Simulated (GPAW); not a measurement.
Runs of GPAW 26.7.0 on KMgF3. Symmetry: Pm-3m, No. 221, cubic system. The conventional cell has a = 3.986 Å, b = 3.986 Å, c = 3.986 Å, α = 90.00°, β = 90.00°, γ = 90.00°. K (site symmetry m-3m) has 12 F at 2.82 Å as nearest neighbours. Mg (site symmetry m-3m) is surrounded by 6 F at 1.99 Å. Around F (site symmetry 4/mmm) lie 2 Mg at 1.99 Å. 

| task | level | potentials or basis | cell | k mesh | cutoff (eV) | smearing | response ecut | response k mesh | response bands | kernels | coarser k mesh | gap on the mesh (eV) | pressure (GPa) |
| --- | --- | --- | --- | --- | --- | --- | --- | --- | --- | --- | --- | --- | --- |
| electron localisation function | PBE | GPAW PAW data sets (gpaw-data 1.2.1), pw | as given | 4 × 4 × 4 | 680 | fermi-dirac 0.01 eV | - | - | - | - | - | 7.32 | 3.3 |
| dielectric tensor | AM05 | PAW data sets generated in the run's folder for this functional, pw | as given | 6 × 6 × 6 | 650 | fermi-dirac 0.001 eV | 80 eV | 11 × 11 × 11 | 60 | ["RPA"] | 11 × 11 × 11 | 7.32 | - |
| dielectric tensor | PBEsol | PAW data sets generated in the run's folder for this functional, pw | as given | 6 × 6 × 6 | 650 | fermi-dirac 0.001 eV | 80 eV | 11 × 11 × 11 | 60 | ["RPA"] | 11 × 11 × 11 | 7.13 | - |
| dielectric tensor | RPBE | the program's PAW data sets (release 1.2.1) made for this functional, pw | as given | 6 × 6 × 6 | 650 | fermi-dirac 0.001 eV | 80 eV | 11 × 11 × 11 | 60 | ["RPA"] | 11 × 11 × 11 | 7.63 | - |
| dielectric tensor | LDA | the program's PAW data sets (release 1.2.1) made for this functional, pw | as given | 6 × 6 × 6 | 650 | fermi-dirac 0.001 eV | 80 eV | 11 × 11 × 11 | 60 | ["RPA"] | 11 × 11 × 11 | (a) | - |
| Born charges | PBE+D3(op) | GPAW PAW data sets (gpaw-data 1.2.1), pw | atoms relaxed | 4 × 4 × 4 | 680 | fermi-dirac 0.01 eV | - | - | - | - | - | 7.32 | 2.4 |
| dielectric tensor | PBE | GPAW PAW data sets (gpaw-data 1.2.1), pw | as given | 6 × 6 × 6 | 650 | fermi-dirac 0.001 eV | 80 eV | 11 × 11 × 11 | 60 | ["RPA"] | 11 × 11 × 11 | 7.32 | - |

Alike in all rows: no spin polarisation.

Task: Estimate the missing entries.

Result: (a) 6.96.

Caveats: the long-wavelength limit can be off by a per cent or two (some runs); an odd mesh through Γ misses points on the zone boundary, where band edges often lie (some runs); the cutoff is short for stress and forces, so pressures can be off by a GPa or more (some runs); the LO-TO splitting is left out (some runs).

Not every run made on this cell is shown here.
